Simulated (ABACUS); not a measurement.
Input of an ABACUS 3.10.1 run:

File INPUT:

```
INPUT_PARAMETERS
suffix              MgO
calculation         scf
basis_type          pw
pseudo_dir          ./
symmetry            1
dft_functional      GGA_X_B86_MGC+GGA_C_PBE
ecutwfc             92
pseudo_rcut         10
nspin               1
nbands              18
ks_solver           dav
smearing_method     fd
smearing_sigma      0.00367493
scf_thr             1e-08
scf_nmax            100
mixing_type         broyden
mixing_beta         0.7
cal_force           1
cal_stress          1
out_chg             1
out_pot             2
out_elf             1
```

STRU

```
ATOMIC_SPECIES
Mg 24.3050 Mg.upf
O 15.9990 O.upf

LATTICE_CONSTANT
5.6041865537

LATTICE_VECTORS
0.0000000000 0.7071067812 0.7071067812
0.7071067812 0.0000000000 0.7071067812
0.7071067812 0.7071067812 0.0000000000

ATOMIC_POSITIONS
Cartesian

Mg
0.0
1
0.0000000000 0.0000000000 0.0000000000 1 1 1

O
0.0
1
0.7071067812 0.7071067812 0.7071067812 1 1 1
```

The input KPT:

```
K_POINTS
0
Gamma
9 9 9 0 0 0
```

Potentials or basis: Ansatz NC PBE, plane waves.

Launch:

```sh
$ OMP_NUM_THREADS=1 mpirun -np 4 abacus > log
```

(1) Estimate the pressure.

(2) What does it give for the band gap on the k mesh?

Results:

(1) 7.6 GPa.

(2) 4.92 eV, direct.

Caveat: the potentials were made for another functional, which shifts forces and pressure.

**The experiment to reproduce.**

“Electronic structure of alkaline earth and post-transition metal oxides”, 2009, arxiv:0908.1581 quotes, for a bulk crystal of MgO: band gap 7.83 eV.

Measured gap of MgO: 7.83 eV (quoted in “Electronic structure of alkaline earth and post-transition metal oxides”, 2009, arxiv:0908.1581). This calculation gives 4.92 eV (-2.91 eV). The value is that of B86bPBE, without temperature or zero-point motion. The cell is a database's relaxed one, not the measured one, which moves gaps too.
